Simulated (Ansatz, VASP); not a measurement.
**One calculation of B, two programs**

The input INCAR:

```
  PREC = Accurate
  ENCUT = 520
  EDIFF = 1E-6
  ISMEAR = -1
  SIGMA = 0.1
  LREAL = False
  LASPH = True
  NELM = 60
  ALGO = Fast
  ISIF = 2
  LWAVE = False
  LCHARG = False
  GGA = RE
  NBANDS = 8
```

Contents of KPOINTS:

```
regular mesh
0
Gamma
  18 18 18
```

Contents of POSCAR:

```
B
1.0
    1.8918842930      0.0000000000      0.0000000000
    0.0000000000      1.8918842930      0.0000000000
    0.0000000000      0.0000000000      1.8918842930
B
1
Direct
    0.0000000000      0.0000000000      0.0000000000
```

Input for Ansatz:

```yaml
crystal:
  lattice:
    - [1.891884293, 0.0, 0.0]
    - [0.0, 1.891884293, 0.0]
    - [0.0, 0.0, 1.891884293]
  atoms:
    - { symbol: B, position: [0.0, 0.0, 0.0] }
hamiltonian:
  xc: revpbe
  pseudopotentials:
    kind: paw
    azcp:
      B: "pseudopotentials/B.paw.azcp"
basis:
  ecutwfc: 420
  fft_grid_basis: typed
kpoints:
  mp_grid: { grid: [18, 18, 18], shift: [0, 0, 0] }
magnetization:
  spin_polarized: false
scf:
  occupations: { method: fermi_dirac, width: 0.1 }
  lower_state_search: "off"
output:
  stress: true
```

Alike in both runs: task single point; functional revPBE; k mesh 18 × 18 × 18; occupations fermi-dirac, width 0.1 eV; no spin polarisation.

|  | VASP | Ansatz |
| --- | --- | --- |
| version | VASP 6.6.1 | Ansatz 0.2.0 |
| potentials or method | VASP PAW PBE potentials, release 64 (B) | plane waves (420 eV) with PAW, scalar-relativistic |
| plane-wave cutoff (eV) | 520 | 420 |
| valence electrons in the cell | 3 | 3 |

```tsv
	VASP	Ansatz	Ansatz less VASP
pressure (GPa)	0.6	0.6	+0.06
```

With one functional, cell and mesh, what is left measures potentials, basis and numerics.

Caveats: the PAW data sets were made with another functional, which shifts forces and pressure a little (VASP).
